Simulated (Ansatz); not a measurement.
## Rocksalt alloy of LiH and LiF (30 of 32 H sites exchanged), 64 atoms

Ansatz, PAW, plane waves. PBEsol relaxation of volume and atoms (shape held) at the single k point (¼, ¼, ¼) without its symmetry partners; single points on the relaxed atoms at the Γ point alone, onto which points of the small cell's zone fold. Arrangement: quasirandom. No spin–orbit coupling unless named.

Relaxed structure:

```
F H Li
1.0
     8.01642    0.00000    0.00000
     0.00000    8.01642    0.00000
     0.00000    0.00000    8.01642
F H Li
30 2 32
Direct
  0.25013 0.00045 0.00006
  0.25013 0.00048 0.49999
  0.25012 0.50036 0.00007
  0.25012 0.50033 0.49998
  0.75026 0.00010 0.99983
  0.75004 0.00046 0.49999
  0.75027 0.50072 0.99984
  0.75004 0.50035 0.49997
  0.00021 0.25041 0.99989
  0.00010 0.25042 0.49997
  0.00017 0.75042 0.00000
  0.00006 0.75040 0.49992
  0.50001 0.25041 0.50007
  0.50015 0.75042 0.00003
  0.50014 0.75041 0.50004
  0.00012 0.00046 0.24991
  0.00012 0.00048 0.75000
  0.00009 0.50036 0.24991
  0.00011 0.50035 0.74999
  0.49995 0.00009 0.25014
  0.50019 0.00046 0.75001
  0.49997 0.50073 0.25015
  0.50020 0.50035 0.75000
  0.25002 0.25041 0.25009
  0.25014 0.25040 0.75001
  0.25006 0.75041 0.24997
  0.25019 0.75042 0.75005
  0.75021 0.25041 0.74991
  0.75007 0.75041 0.24994
  0.75010 0.75041 0.74995
  0.50079 0.25040 0.00067
  0.74943 0.25041 0.24932
  0.99994 0.00041 0.00020
  0.99986 0.00055 0.49972
  0.99988 0.50043 0.00016
  0.99989 0.50028 0.49976
  0.50048 0.99980 0.00038
  0.50033 0.00043 0.49982
  0.50052 0.50105 0.00040
  0.50026 0.50042 0.49977
  0.24909 0.25040 0.99991
  0.24996 0.25038 0.50014
  0.25006 0.75044 0.99997
  0.25005 0.75044 0.50005
  0.75121 0.25041 0.99889
  0.75022 0.25041 0.50103
  0.75027 0.75041 0.99980
  0.75013 0.75040 0.50008
  0.25034 0.00041 0.24979
  0.25036 0.00056 0.75024
  0.25027 0.50040 0.24979
  0.25036 0.50027 0.75025
  0.74970 0.99977 0.24956
  0.74994 0.00042 0.75023
  0.74974 0.50102 0.24964
  0.74991 0.50041 0.75014
  0.00114 0.25043 0.25009
  0.00028 0.25041 0.74985
  0.00016 0.75038 0.25003
  0.00021 0.75042 0.74992
  0.49901 0.25039 0.25109
  0.50000 0.25040 0.74896
  0.49997 0.75041 0.25016
  0.50006 0.75043 0.74993
```

Question: What are the mean bond lengths by pair (pairs within 1.2 times the sum of covalent radii, less contacts 15 % beyond the pair's median; cation–cation pairs of compounds aside; long ionic contacts are cut short by that bound)?

Answer: F–Li 2.004 ± 0.002 Å (standard deviation, 180 bonds). No contact of H falls within that bound.

Question: What gap lies between the top filled and the lowest empty level in the single points?

Answer: HSE06 8.63 eV (26 s on NVIDIA H100).
